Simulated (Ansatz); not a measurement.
# Cu in Al(100), 2x2: scattering by a point defect, part 3 of 3

Wanted: the reflection from a plane of defects, Cu in Al(100), 2x2, and the resistivity it implies.

Ansatz 0.2.0; Ansatz plane-wave DFT, PBE, PAW files; ballistic transport by layer matching (Landauer), zero bias; PAW set soft_1 (the session's first sound run).

So far, resistivity per at.% scaled from this dense plane, with the factor 3/4 for isotropic scattering (µΩ cm): step 3 (resistance at ideal sites) 1.41.

## Step 5: Transmission after relaxation, relaxed yes

The transmission is solved again on the relaxed atoms.

This step: Ansatz plane-wave DFT, PBE, PAW files; ballistic transport by layer matching (Landauer), zero bias; PAW set soft_1 (Ansatz 0.2.0).

input.yaml reads:

```yaml
crystal:
  lattice:
    - [5.7246940741, 0.0, 0.0]
    - [0.0, 5.7246940741, 0.0]
    - [0.0, 0.0, 24.28782]
  atoms:
    - { symbol: Al, position: [0.0, 0.0, 0.0416666667] }
    - { symbol: Al, position: [0.0, 0.5, 0.0416666667] }
    - { symbol: Al, position: [0.5, 0.0, 0.0416666667] }
    - { symbol: Al, position: [0.5, 0.5, 0.0416666667] }
    - { symbol: Al, position: [0.25, 0.25, 0.125] }
    - { symbol: Al, position: [0.25, 0.75, 0.125] }
    - { symbol: Al, position: [0.75, 0.25, 0.125] }
    - { symbol: Al, position: [0.75, 0.75, 0.125] }
    - { symbol: Al, position: [0.0, 0.0, 0.2083333333] }
    - { symbol: Al, position: [0.0, 0.5, 0.2083333333] }
    - { symbol: Al, position: [0.5, 0.0, 0.2083333333] }
    - { symbol: Al, position: [0.5, 0.5, 0.2083333333] }
    - { symbol: Al, position: [0.250020219, 0.250020219, 0.2931330862] }
    - { symbol: Al, position: [0.250020219, 0.749979781, 0.2931330862] }
    - { symbol: Al, position: [0.749979781, 0.250020219, 0.2931330862] }
    - { symbol: Al, position: [0.749979781, 0.749979781, 0.2931330862] }
    - { symbol: Al, position: [0.0, 0.0, 0.3763795687] }
    - { symbol: Al, position: [0.0, 0.5, 0.3770420395] }
    - { symbol: Al, position: [0.5, 0.0, 0.3770420395] }
    - { symbol: Al, position: [0.5, 0.5, 0.377316157] }
    - { symbol: Al, position: [0.2474920971, 0.2474920971, 0.4608304961] }
    - { symbol: Al, position: [0.2474920971, 0.7525079029, 0.4608304961] }
    - { symbol: Al, position: [0.7525079029, 0.2474920971, 0.4608304961] }
    - { symbol: Al, position: [0.7525079029, 0.7525079029, 0.4608304961] }
    - { symbol: Cu, position: [0.0, 0.0, 0.5422591204] }
    - { symbol: Al, position: [0.0, 0.5, 0.5422587996] }
    - { symbol: Al, position: [0.5, 0.0, 0.5422587996] }
    - { symbol: Al, position: [0.5, 0.5, 0.5422586459] }
    - { symbol: Al, position: [0.2474933879, 0.2474933879, 0.6237174259] }
    - { symbol: Al, position: [0.2474933879, 0.7525066121, 0.6237174259] }
    - { symbol: Al, position: [0.7525066121, 0.2474933879, 0.6237174259] }
    - { symbol: Al, position: [0.7525066121, 0.7525066121, 0.6237174259] }
    - { symbol: Al, position: [0.0, 0.0, 0.7082581832] }
    - { symbol: Al, position: [0.0, 0.5, 0.7075983326] }
    - { symbol: Al, position: [0.5, 0.0, 0.7075983326] }
    - { symbol: Al, position: [0.5, 0.5, 0.7073268324] }
    - { symbol: Al, position: [0.25, 0.25, 0.7916666667] }
    - { symbol: Al, position: [0.25, 0.75, 0.7916666667] }
    - { symbol: Al, position: [0.75, 0.25, 0.7916666667] }
    - { symbol: Al, position: [0.75, 0.75, 0.7916666667] }
    - { symbol: Al, position: [0.0, 0.0, 0.875] }
    - { symbol: Al, position: [0.0, 0.5, 0.875] }
    - { symbol: Al, position: [0.5, 0.0, 0.875] }
    - { symbol: Al, position: [0.5, 0.5, 0.875] }
    - { symbol: Al, position: [0.25, 0.25, 0.9583333333] }
    - { symbol: Al, position: [0.25, 0.75, 0.9583333333] }
    - { symbol: Al, position: [0.75, 0.25, 0.9583333333] }
    - { symbol: Al, position: [0.75, 0.75, 0.9583333333] }
kpoints:
  mp_grid: { grid: [4, 4, 1] }
hamiltonian:
  xc: pbe
  pseudopotentials: { kind: paw, azcp: { folder: soft_1 } }
scf:
  occupations: { method: fermi_dirac, width: 0.1 }
output:
  transmission: { leads: [[0, 4]], kmesh: [8, 8], e_range: [-0.05, 0.05], de: 0.05 }
  write_potential: true
  write_density: true
  volumetric_format: npy
```

On the command line:

```
$ ansatz run input.yaml --threads 4 --pin off --max-ram 15360MiB --backend cpu --events-out ev --progress --plain --runs-dir out
```

Numbers of over 12 decimals in the logs are rounded to 6 here.

Output:

```text
[...]
Crystal: 48 atoms, lattice volume = 795.963 Å³
Basis set: ecut = 420 eV, 15629 PW (Γ)
Bands: 128, of which v1, the nominal top of the filled ones, is band 80 counted from 1 (79 counted from 0)
Symmetry: 8 space group operations
[...]
k-points: 6 of 16
[...]
SCF iter   1: F=—  HF=-31940.877493 eV  |F-HF|=—  |Δ(HF+E_count)|=         —  Δρ=3.55e-1  dr2=2.70e3  ethr=3.10e-3  ⟨swp⟩=6.7  Hψ=3565  notcnv=0  defer=17
[...]
SCF iter  14: F=-31887.864648 eV  HF=-31887.864648 eV  |F-HF|=2.99e-8  |Δ(HF+E_count)|=   2.90e-9  Δρ=1.70e-6  dr2=2.96e-8  ethr=2.88e-11  ⟨swp⟩=1.0  Hψ=2011  notcnv=0
SCF 1 converged in 14 iterations: F = -31887.864648 eV  dr2 = 2.96e-8
[...]
transmission: 54 of 480 steps passed
transmission: 96 of 480 steps passed
[...]
transmission: 480 of 480 steps passed
SCF converged after 14 iterations
Free energy (F): -31887.864648 eV
[...]
Internal energy: -31887.074838 eV  (E = F + TS)
E sigma→0 (E₀):  -31887.469743 eV
Entropy (-TS):   -0.789810 eV (-16.454 meV/atom)
Fermi energy:    7.871334 eV
[...]
--- Band table (eV; the first three rows and the last of 6) ---
  k-point 0: bands = [... 76 lower, 7.1916, 7.1916, 7.2508, 7.2968, 7.3354, 7.3376, 7.3482, 7.3482, ... 44 higher]
  k-point 1: bands = [... 76 lower, 7.5522, 7.5938, 7.6453, 7.6558, 7.6624, 7.6962, 7.7867, 8.2572, ... 44 higher]
  k-point 2: bands = [... 76 lower, 7.6309, 7.6848, 7.6969, 7.7283, 7.8530, 8.3034, 8.3415, 8.3447, ... 44 higher]
  k-point 5: bands = [... 76 lower, 8.2147, 8.2807, 8.2807, 8.3052, 8.3443, 8.8103, 8.8156, 8.8156, ... 44 higher]
--- Transmission ---
  basis      : 293 plane waves across, 32 finite elements along
  points     : 15, standing for a mesh of 8 x 8
[...]
channels       : 6.265625e0 a spin
[...]
junction   : crystal 0 to crystal 0, 0.70 to 22.96 Å
    transmission   : 5.630609e0 a spin
[...]
```

It took 2.2 min on 4 threads of Intel Xeon Platinum 8488C (Sapphire Rapids), shared host; peak memory 2 GiB.

Numbers from this step:

| Property | Result |
| --- | --- |
| free energy | -31887.8646 eV |
| energy at zero smearing | -31887.4697 eV |
| transmission per spin nearest the Fermi level | 5.631 |
| open channels per spin nearest the Fermi level | 6.266 |
| step of the lead's potential | 10.3 meV |

Per spin. The transmission, zone mean by energy, zero at the Fermi level:

```csv
energy (eV),"transmission, zone mean"
-0.0500,5.59
0.0000,5.63
0.0500,5.49
```

Transmission over k1 and k2. At 0.0000 eV from the Fermi level.

Ten even steps from '0' (3.03) to '9' (8.19):
```
03355533
73435343
85386835
85569655
85386835
73435343
03355533
00788870
```
Columns: k1 (b1) from -0.5 to 0.375; rows upwards: k2 (b2) from -0.5 to 0.375.

Over the solved energies the transmission per spin lies between 5.49 and 5.63, out of 6.16 channels of the lead on average (up to 6.27).

## Step 6: Resistance after relaxation

This step: Ansatz plane-wave DFT, PBE, PAW files; ballistic transport by layer matching (Landauer), zero bias; area resistance of the defect plane and resistivity an atomic per cent; PAW set soft_1 (Ansatz 0.2.0).

This step gave:

- area resistance: 0.07252 fΩ m²
- T over the leads' mean channel count: 0.9045
- resistivity per at.% scaled from this dense plane, with the factor 3/4 for isotropic scattering: 1.075 µΩ cm

Averaged over the energies near the Fermi level, 90.4 % of the channels pass, which makes 0.0725 fΩ m², against 0.0950 on ideal sites.

## Step 7: Outcome

```json
{
 "share of channels that pass, rigid": "0.877",
 "area resistance, rigid": "0.0950 fΩ m²",
 "resistivity per at.% from the area resistance, times 3/4, rigid": "1.41 µΩ cm",
 "share of channels that pass, relaxed": "0.904",
 "area resistance, relaxed": "0.0725 fΩ m²",
 "resistivity per at.% from the area resistance, times 3/4, relaxed": "1.07 µΩ cm"
}
```

What this shows: The plane of defects adds 0.073 fΩ m². Scaled to one atomic per cent that is 1.4 µΩ cm as it stands and 1.1 with the factor 3/4 for isotropic scattering on a spherical Fermi surface. These are rough estimates of the dilute value, not bounds. One Cu in each 2x2 cell reflects 9.6 % of the lead's channels. The relaxed cell differs by -24 % in resistance; between the two runs the lead's own channel count goes from 6.26 to 6.16, so sampling may have a part in it. The defects form a dense periodic sheet that scatters coherently, unlike a dilute random alloy. T and N are means over the solved energies nearest the Fermi level.

[Logs are printed without paths, hosts, clocks, repeated set-up lines and the standing remarks that a program may print on its own settings, such as how far it seeks lower states.]

[Hosts, paths, dates, database ids (printed as entryN), source tags and the programs' standing remarks are cut or masked in the printed files.]
